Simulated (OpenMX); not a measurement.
## BAs under changes of volume

One of the cells (13.626 Å³/atom); the others are scaled copies at fixed shape and fractional positions:

```
As B
1.0
     0.00000    2.38850    2.38850
     2.38850    0.00000    2.38850
     2.38850    2.38850    0.00000
As B
1 1
Direct
  0.75000 0.75000 0.75000
  0.00000 0.00000 0.00000
```

* Program: OpenMX 3.8.5
* Functional: PBE
* Potentials or basis: OpenMX 2013 PBE set, As7.0-s3p2d2, B7.0-s2p2d1, fixed grid of 36 × 36 × 36 points
* k mesh: 11 × 11 × 11
* Occupations: fermi-dirac, width 0.05 eV
* Spin: no spin polarisation

```tsv
volume (Å³/atom)	energy over the lowest point (meV/atom)	gap on the mesh (eV)
12.809	41.65	1.20
13.081	?	?
13.354	9.72	1.24
13.626	2.40	1.26
13.899	0.00	1.27
14.171	1.69	1.29
14.444	7.70	1.31
```

Problem. What does the run at 13.081 Å³/atom give?

Solution. Energy over the lowest point 22.88 meV/atom; gap on the mesh 1.22 eV.

Worked out: A Birch-Murnaghan fit of order 3 (a polynomial in V^(-2/3)) to the other rows has its minimum at 13.91 Å³/atom with B0 = V·E''(V) = 131 GPa and B' = 4.7. It gives 22.66 meV/atom at 13.081 Å³/atom, against the run's 22.88. A straight line through the other rows of the gap, of slope 0.892 eV per unit of ln V, gives 1.22 eV, against the run's 1.22.

Energies are extrapolated to zero smearing.

Caveats: the basis has few d functions beyond the semicore shells, which can make volumes several per cent too large; an odd mesh through Γ misses points on the zone boundary, where band edges often lie; the basis of atomic orbitals isn't converged, which shifts pressures, moduli and gaps. Spin-orbit coupling on As is left out.
